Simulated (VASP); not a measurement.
Level of theory: PBE GGA, VASP's PBE PAW potentials (set 64) (plane waves; VASP).

Input for VASP

File KPOINTS:
```
Automatic mesh
0
Gamma
3 3 3
0 0 0
```

### INCAR
```
SYSTEM=CsPbI3
PREC=Accurate; ENCUT=400; LREAL=.FALSE.
LASPH=.TRUE.
EDIFF=1E-6; NELM=100; ALGO=Normal
LMAXMIX=4
ISMEAR=0; SIGMA=0.05
GGA=PE
IBRION=2; NSW=60; ISIF=3
EDIFFG=-0.02
LWAVE=.FALSE.; LCHARG=.FALSE.
```

POSCAR:
```
CsPbI3
1
    6.3398418471    -0.0000000000     0.0000000000
   -0.0000000000     6.3398418471    -0.0000000000
   -0.0000000000    -0.0000000000     6.3398418471
Cs Pb I
1 1 3
Direct
  0.0000000000   0.0000000000   0.0000000000
  0.5000000000   0.5000000000   0.5000000000
  0.5000000000   0.0000000000   0.5000000000
  0.0000000000   0.5000000000   0.5000000000
  0.5000000000   0.5000000000   0.0000000000
```

POTCAR, in this order: Cs_sv Pb_d I (PBE.64 set). Program: vasp_std.

The resulting files:

OSZICAR:
```
       N       E                     dE             d eps       ncg     rms          rms(c)
DAV:   1     0.332863299695E+03    0.33286E+03   -0.15471E+04   208   0.117E+03
DAV:   2     0.228447512291E+02   -0.31002E+03   -0.30215E+03   268   0.285E+02
DAV:   3    -0.131074215206E+02   -0.35952E+02   -0.35875E+02   244   0.105E+02
DAV:   4    -0.145095367681E+02   -0.14021E+01   -0.14014E+01   286   0.288E+01
DAV:   5    -0.145325510634E+02   -0.23014E-01   -0.23014E-01   286   0.267E+00    0.353E+00
DAV:   6    -0.142158515143E+02    0.31670E+00   -0.59399E-01   260   0.488E+00    0.236E+00
DAV:   7    -0.141832428446E+02    0.32609E-01   -0.39117E-01   268   0.297E+00    0.113E+00
DAV:   8    -0.141899342141E+02   -0.66914E-02   -0.58062E-02   224   0.201E+00    0.228E-01
DAV:   9    -0.141884433592E+02    0.14909E-02   -0.91754E-03   264   0.836E-01    0.106E-01
DAV:  10    -0.141886498788E+02   -0.20652E-03   -0.94368E-04   248   0.174E-01    0.598E-02
DAV:  11    -0.141887138663E+02   -0.63988E-04   -0.29416E-04   258   0.117E-01    0.215E-02
DAV:  12    -0.141887169234E+02   -0.30570E-05   -0.32132E-05   288   0.473E-02    0.208E-02
DAV:  13    -0.141887155186E+02    0.14048E-05   -0.54887E-06   210   0.161E-02    0.668E-03
DAV:  14    -0.141887155992E+02   -0.80596E-07   -0.15282E-06   176   0.797E-03
   1 F= -.14188716E+02 E0= -.14188716E+02  d E =-.141887E+02
       N       E                     dE             d eps       ncg     rms          rms(c)
DAV:   1    -0.142033660606E+02   -0.14651E-01   -0.37343E-01   242   0.608E+00    0.597E-01
DAV:   2    -0.141922124922E+02    0.11154E-01   -0.21439E-02   232   0.146E+00    0.234E-01
DAV:   3    -0.141897329766E+02    0.24795E-02   -0.95365E-03   258   0.856E-01    0.993E-02
DAV:   4    -0.141897107501E+02    0.22226E-04   -0.14590E-04   216   0.805E-02    0.756E-02
DAV:   5    -0.141896838869E+02    0.26863E-04   -0.91242E-05   268   0.719E-02    0.196E-02
DAV:   6    -0.141896810768E+02    0.28100E-05   -0.11786E-05   216   0.339E-02    0.328E-03
DAV:   7    -0.141896813054E+02   -0.22856E-06   -0.94680E-07   132   0.720E-03
   2 F= -.14189681E+02 E0= -.14189681E+02  d E =-.965706E-03
```

OUTCAR:
```
------------------------ aborting loop because EDIFF is reached ----------------------------------------
  FORCE on cell =-STRESS in cart. coord.  units (eV):
  Direction    XX          YY          ZZ          XY          YZ          ZX
  --------------------------------------------------------------------------------------
  Total        0.0627377      0.0627377      0.0627377      0.0000000     -0.0000000      0.0000000
  in kB        0.3918666      0.3918666      0.3918666      0.0000000     -0.0000000      0.0000000
  external PRESSURE =       0.3918666 kB  Pullay stress =       0.0000000 kB
  volume of cell :      256.51
      direct lattice vectors                 reciprocal lattice vectors
     6.353801252  0.000000000 -0.000000000     0.157386100  0.000000000 -0.000000000
    -0.000000000  6.353801252  0.000000000    -0.000000000  0.157386100  0.000000000
     0.000000000 -0.000000000  6.353801252     0.000000000 -0.000000000  0.157386100
 POSITION                                       TOTAL-FORCE (eV/Angst)
 -----------------------------------------------------------------------------------
      0.00000      0.00000      0.00000        -0.000000      0.000000      0.000000
      3.17690      3.17690      3.17690         0.000000     -0.000000      0.000000
      3.17690     -0.00000      3.17690        -0.000000      0.000000      0.000000
      0.00000      3.17690      3.17690         0.000000      0.000000      0.000000
      3.17690      3.17690      0.00000        -0.000000      0.000000      0.000000
 -----------------------------------------------------------------------------------
    total drift:                                0.000000     -0.000000     -0.000000
  FREE ENERGIE OF THE ION-ELECTRON SYSTEM (eV)
  ---------------------------------------------------
  free  energy   TOTEN  =       -14.1896813054 eV

  energy  without entropy=      -14.1896813054  energy(sigma->0) =      -14.18968131

 reached required accuracy - stopping structural energy minimisation
```
(Selected blocks of OUTCAR.)

**CONTCAR**
```
CsPbI3
   1.00000000000000
     6.3538012516635725    0.0000000000000000   -0.0000000000000000
    -0.0000000000000000    6.3538012516635725    0.0000000000000000
     0.0000000000000000   -0.0000000000000000    6.3538012516635725
  Cs              Pb              I
     1     1     3
Direct
     0.0000000000000000    0.0000000000000000    0.0000000000000000
     0.5000000000000000    0.5000000000000000    0.5000000000000000
     0.5000000000000000    0.0000000000000000    0.5000000000000000
     0.0000000000000000    0.5000000000000000    0.5000000000000000
     0.5000000000000000    0.5000000000000000    0.0000000000000000
```

The compound is CsPbI3 in the cubic perovskite structure, the ideal cubic form; the compound distorts at low or room temperature. This run relaxes it. Symmetry was kept, so distortions that lower it aren't found. The start is the result of an earlier pass.
